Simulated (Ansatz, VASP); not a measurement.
One calculation of CO2, two programs

```xyz
12
Lattice="5.0693 0.0000 0.0000 0.0000 5.0693 0.0000 0.0000 0.0000 7.2320" Properties=species:S:1:pos:R:3 pbc="T T T"
C     5.0125    0.0568    5.4240
C     0.0568    5.0125    1.8080
C     2.5915    2.5915    3.6160
C     2.4778    2.4778    0.0000
O     3.4217    1.7621    3.5630
O     1.6476    3.3072    7.1790
O     4.2968    4.1823    1.7550
O     0.7725    0.8871    5.3710
O     3.3072    1.6476    0.0530
O     1.7621    3.4217    3.6690
O     4.1823    4.2968    5.4770
O     0.8871    0.7725    1.8610
```

The cell comes from a database or a generator and needn't be the stable form of this composition.

Alike in both runs: task electric field gradients; functional PBE; k mesh 5 × 5 × 4; occupations fermi-dirac, width 0.02 eV; no spin polarisation.

```csv
,VASP,Ansatz
version,VASP 6.6.1,Ansatz 0.2.0
potentials or method,"VASP PAW PBE potentials, release 64 (C, O)","plane-wave PAW, scalar-relativistic"
plane-wave cutoff (eV),520,420
valence electrons in the cell,64,64
```

|  | VASP | Ansatz | Ansatz less VASP |
| --- | --- | --- | --- |
| gap on the k mesh at the Fermi level (eV) | 6.43 | 6.46 | +0.024 |
| pressure (GPa) | 0.9 | -0.5 | -1.35 |
| largest component of the traceless stress (GPa) | 0.42 | 2.02 | +1.600 |
| rms of the force components (eV/Å) | 0.019 | 0.295 | +0.2764 |
| Vzz of the field gradient on the site that differs most (V/Å²) | -49.0 | -28.6 | +20.47 |

Atom by atom the forces differ by 0.286 eV/Å (rms over components). One of these differences is far larger than is usual between the two programs; its cause wasn't traced. With one functional, cell and mesh, what is left measures potentials, basis and numerics.

Caveats: the standard files for N, O and F lose accuracy on very short bonds; an odd mesh through Γ misses points on the zone boundary, where band edges often lie.
